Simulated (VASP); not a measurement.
Runs of VASP 6.6.1 on GaP. It takes space group F-43m (No. 216, cubic). Conventional cell: a = 5.450 Å, b = 5.450 Å, c = 5.450 Å, α = 90.00°, β = 90.00°, γ = 90.00°. Ga (site symmetry -43m) has 4 P at 2.36 Å as nearest neighbours. P (site symmetry -43m) is surrounded by 4 Ga at 2.36 Å. The cell was built by a generator and isn't the measured one.

```tsv
cell	P gpa	target pressure	gap on the mesh (eV)	pressure (GPa)
relaxed to 6 GPa	6	6 GPa	1.29	6.0
relaxed to 12 GPa	12	12 GPa	1.19	12.0
relaxed to 18 GPa	18	18 GPa	(a)	18.0
relaxed	0	-	1.40	0.0
```

Alike in all rows: task relaxation of cell and atoms; level LDA; potentials or basis VASP PAW LDA potentials, release 64 (Ga_d, P); no spin polarisation; k mesh 10 × 10 × 10; cutoff (eV) 600; smearing fermi-dirac 0.05 eV.

Problem. Estimate the missing entries.

Solution. (a) 1.09.

Caveats: the cell is relaxed towards a set pressure, so the enthalpy falls and the energy may rise (some runs).

A k mesh can miss the band edges, and the runs leave out spin-orbit coupling on Ga.
